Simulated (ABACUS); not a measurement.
PbS (Galena):

```xyz
2
Lattice="-2.9657 0.0000 2.9657 0.0000 2.9657 2.9657 -2.9657 2.9657 0.0000" Properties=species:S:1:pos:R:3 pbc="T T T"
Pb    0.0000    0.0000    0.0000
S    -2.9657    2.9657    2.9657
```

Base run:

```yaml
Program: ABACUS 3.10.1
Functional: PW91
Potentials_or_basis: PseudoDojo NC SR 0.4.1 PBE standard
Cutoff: 857 eV
Density_cutoff: 3429 eV
Basis: plane waves
k_mesh: 6 × 6 × 6
Occupations: fermi-dirac, width 0.05 eV
Spin: no spin polarisation
```

Its results: band gap on the k mesh 0.37 eV, direct; pressure 2.1 GPa.

Problem. The run is repeated on the same cell with these changes: functional from PW91 to B86bPBE. What comes out?

Solution. Band gap on the k mesh 0.39 eV, direct; pressure 2.7 GPa.

Caveats: the potentials were made for another functional, which shifts forces and pressure; spin-orbit coupling is left out, which as a rule narrows the gap of such compounds by several tenths of an eV.

A k mesh can miss the band edges.

Not every run made on this cell is shown here.
